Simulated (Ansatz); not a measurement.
We consider zinc-blende AlSb, described by Hartree–Fock (plane waves, PAW; Ansatz, an electronic-structure program).

Settings: plane-wave cutoff 460 eV, 8×8×8 k mesh, Fermi–Dirac smearing 0.01 eV, scalar-relativistic PAW data made under PBE.

The cell has the measured lattice: a = b = c = 6.136 Å, α = β = γ = 90.00°.

**Question.** What does this level give for the band gap, smallest direct gap on the k points sampled and width of the whole s-p valence band?

**Answer.** 
band gap: 6.56 eV
smallest direct gap on the k points sampled: 8.13 eV
width of the whole s-p valence band: 15.20 eV

Measured, for comparison: band gap 1.73 eV (zero-point renormalisation of 35 meV (experimental, the table's column) added back here, indirect; inputs from Miglio et al. (2020), arXiv:2011.12765).

Note: cell and atoms aren't relaxed at this level (pressure 3.5 GPa).

Spin–orbit coupling is not included; with these elements it can move the gap by several tenths of an eV or more.

The computed numbers hold no vibrational or temperature effects.

The result took about 7 core-minutes (a rough figure).
